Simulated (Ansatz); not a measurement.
## C: energy change per atom and pressure against volume scale

Plane-wave DFT, scalar-relativistic PAW made under PBE with cores redone for the functional, no dispersion; the given relaxed cell is scaled uniformly, energy at zero smearing counts from the unscaled cell, pressure at the given Fermi-Dirac smearing is positive in compression. The results are calculated, by Ansatz 0.2.0.

The cell before it is scaled or strained (space group Im-3m, No. 229):
```
C
1.0
     -1.1952     1.1952     1.1952
      1.1952    -1.1952     1.1952
      1.1952     1.1952    -1.1952
C
1
Direct
  0.00000 0.00000 0.00000
```

Settings of every row: spin polarised no; functional RPBE; wave cutoff 420 eV; smearing width 0.1 eV; k mesh 21x21x21.

Atom starting moment: 0 on all atoms.

Limits: the cell comes from a prototype or a list of computed structures and needn't be the stable phase.

| row | volume scale | V (Å³/atom) | energy change per atom (meV) | pressure (GPa) |
| --- | --- | --- | --- | --- |
| 1 | 0.88 | 6.01 | ? | ? |
| 2 | 0.92 | 6.283 | 24.97 | 16.73 |
| 3 | 0.96 | 6.556 | 5.16 | 7.21 |
| 4 | 1.04 | 7.103 | 6.52 | -6.45 |
| 5 | 1.08 | 7.376 | 22.14 | -11.16 |
| 6 | 1.12 | 7.649 | 44.9 | -14.97 |

Question: what energy change per atom and pressure should row 1 give?

Worked fit of energy change per atom. Take u = (V_r/V)^(2/3) − 1 with V_r = 7.103 Å³ an atom, which is twice the finite (Eulerian) strain; such expansions in the strain, on which the Birch-Murnaghan equation of state is built, carry the rest volume and the bulk modulus. The shown rows have u = 0.08522, 0.05488, 0, -0.02483, -0.04817. Least squares give energy change per atom = 6.393 − 435.298 × u + 7640.01 × u² meV; a straight line predicts inner rows, each left out in turn, worse (root mean square 15 against 0.45 meV). The rows lie off it by 0.19, -0.35, 0.13, 0.23, -0.19 (root mean square 0.23 meV). The withheld row has u = 0.11784, so the fit gives 6.393 − 435.298 × (0.11784) + 7640.01 × (0.11784)² = 61.19 meV.

The calculation gave 63.06 meV. The fit lies 1.87 meV (3 % of the value, 3.2 % of the column's range) below it; its largest miss of a shown row is 0.35 meV. This row lies beyond the range of the fit.

Worked fit of pressure. Take u = (V_r/V)^(2/3) − 1 with V_r = 7.103 Å³ an atom, which is twice the finite (Eulerian) strain; such expansions in the strain, on which the Birch-Murnaghan equation of state is built, carry the rest volume and the bulk modulus. The shown rows have u = 0.08522, 0.05488, 0, -0.02483, -0.04817. Least squares give pressure = −6.447 + 210.525 × u + 716.66 × u² GPa; a straight line predicts inner rows, each left out in turn, worse (root mean square 1.4 against 0.086 GPa). The rows lie off it by 0.03, -0.06, 0.00, 0.07, -0.04 (root mean square 0.047 GPa). The pressure vanishes at u = 0.0280, or V = 6.815 Å³ an atom, and there the bulk modulus at fixed shape and fractions is B = −V dP/dV = (2/3)(1 + u) dP/du = 172 GPa. The withheld row has u = 0.11784, so the fit gives −6.447 + 210.525 × (0.11784) + 716.66 × (0.11784)² = 28.31 GPa.

The calculation gave 28.5 GPa. The fit lies 0.19 GPa (0.44 % of the column's range) below it; its largest miss of a shown row is 0.07 GPa. This row lies beyond the range of the fit.
